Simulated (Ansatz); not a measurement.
Crystal: Ni.

```
Ni
1.0
    -1.38372    1.38372    1.38372
     1.38372   -1.38372    1.38372
     1.38372    1.38372   -1.38372
Ni
1
Direct
  0.00000 0.00000 0.00000
```

This isn't the form of Ni at room conditions, which is fcc.

Base run:

* Program: Ansatz 0.2.0
* Functional: PBEsol
* Potentials or basis: all-electron LAPW, scalar-relativistic
* Cutoff: 339 eV (chosen from the basis error)
* Basis error allowed: 0.001 eV/atom
* k mesh: 13 × 13 × 13
* Occupations: fermi-dirac, width 0.05 eV
* Spin: collinear spin, ferromagnetic start
* Starting moments: [1.0] μB

Its results: pressure -2.4 GPa; net moment 0.59 μB per cell; site moments Ni +0.61 μB.

The run is repeated on the same cell with these changes: functional from PBEsol to PBE. What comes out?

Pressure 7.8 GPa; net moment 0.59 μB per cell; site moments Ni +0.61 μB.

PBE binds less tightly than PBEsol, so the same cell stands under more pressure.
